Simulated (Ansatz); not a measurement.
**In under changes of volume**

One of the cells (26.144 Å³/atom); the others are scaled copies at fixed shape and fractional positions:

```
In
1.0
    -1.62547    1.62547    2.47370
     1.62547   -1.62547    2.47370
     1.62547    1.62547   -2.47370
In
1
Direct
  0.00000 0.00000 0.00000
```

- Program: Ansatz 0.2.0
- Functional: PBEsol
- Potentials or basis: all-electron LAPW, scalar-relativistic
- Cutoff: 179 eV (chosen from the basis error)
- Basis error allowed: 0.001 eV/atom
- k mesh: 11 × 11 × 11
- Occupations: fermi-dirac, width 0.05 eV
- Spin: no spin polarisation

| volume (Å³/atom) | energy over the lowest point (meV/atom) | pressure (GPa) |
| --- | --- | --- |
| 24.575 | 5.67 | 2.0 |
| 25.098 | 1.16 | 0.9 |
| 25.621 | 0.00 | -0.1 |
| 26.144 | 1.75 | -0.9 |
| 26.666 | 6.06 | -1.7 |
| 27.189 | 12.62 | -2.3 |
| 27.712 | ? | ? |

Task: What does the run at 27.712 Å³/atom give?

Result: Energy over the lowest point 21.16 meV/atom; pressure -2.9 GPa.

Worked out: A Birch-Murnaghan fit of order 3 (a polynomial in V^(-2/3)) to the other rows has its minimum at 25.56 Å³/atom with B0 = V·E''(V) = 44 GPa and B' = 5.4 at fixed shape and positions, which overstates the stiffness. It gives 21.14 meV/atom at 27.712 Å³/atom, against the run's 21.16, and -dE/dV = -2.9 GPa, against -2.9.

Energies are extrapolated to zero smearing.
